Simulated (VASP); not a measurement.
## VASP inputs for GaN (strained rocksalt)

INCAR

```
GGA = PE
NSW = 0
LASPH = .TRUE.
EDIFF = 1E-7
LCHARG = .FALSE.
NBANDS = 16
NELM = 120
ENCUT = 520
PREC = Accurate
LREAL = .FALSE.
ISIF = 2
SIGMA = 0.02
LWAVE = .FALSE.
IBRION = -1
ISMEAR = -1
```

KPOINTS

```
KPOINTS created by Atomic Simulation Environment
0
Gamma
10 10 10
0 0 0
```

KPOINTS_OPT

```
special points
8
Reciprocal
0.0000000000 0.0000000000 0.0000000000 1
0.5000000000 0.0000000000 0.5000000000 1
0.6250000000 0.2500000000 0.6250000000 1
0.3750000000 0.3750000000 0.7500000000 1
0.5000000000 0.5000000000 0.5000000000 1
0.5000000000 0.2500000000 0.7500000000 1
0.0078120000 0.1848960000 -0.1770830000 1
0.5000000000 0.5000000000 0.0000000000 1
```

POSCAR

```
Ga N
 1.0000000000000000
     0.0000000000000000    2.1506855389999999    2.0694121833999999
     2.1506855389999999    0.0000000000000000    2.0694121833999999
     2.1506855389999999    2.1506855389999999    0.0000000000000000
 Ga  N
   1   1
Cartesian
  0.0000000000000000  0.0000000000000000  0.0000000000000000
  2.1506855389999995  2.1506855389999995  2.0694121833999994
```

VASP ran with the recommended PBE PAW datasets (18 valence electrons in the cell).

Problem. Estimate the main results of this run.

Solution. gap between bands v and c 0.26 eV; least direct gap 2.47 eV; pressure 4.6 GPa.

Band v is the last that the valence electrons fill when counted band by band, and c is the next. Levels in eV from the top of v:

| point | v−1 | v | c | c+1 |
| --- | --- | --- | --- | --- |
| Γ | -0.41 | -0.41 | 2.06 | 14.53 |
| X | -3.21 | -2.67 | 0.63 | 7.95 |
| K | -5.60 | -2.28 | 2.76 | 8.67 |
| L | -0.29 | -0.12 | 4.57 | 8.62 |
| W | -5.32 | -4.45 | 4.78 | 9.49 |
